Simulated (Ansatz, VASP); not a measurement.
## Be: VASP beside Ansatz

```
CELL_PARAMETERS angstrom
-1.25086 1.25086 1.25086
1.25086 -1.25086 1.25086
1.25086 1.25086 -1.25086
ATOMIC_POSITIONS crystal
Be 0.00000 0.00000 0.00000
```

Alike in both runs: task single point; functional r2SCAN; k mesh 17 × 17 × 17; occupations fermi-dirac, width 0.1 eV; non-collinear spin, spin-orbit coupling.

|  | VASP | Ansatz |
| --- | --- | --- |
| version | VASP 6.6.1 | Ansatz 0.2.0 |
| potentials or method | VASP PAW PBE potentials, release 64 (Be) | plane waves (500 eV) with PAW, fully relativistic with spin-orbit coupling |
| plane-wave cutoff (eV) | 520 | 500 |
| valence electrons in the cell | 2 | 2 |

```csv
,VASP,Ansatz,Ansatz less VASP
net moment per atom (μB),0.00,0.00,0.000
```
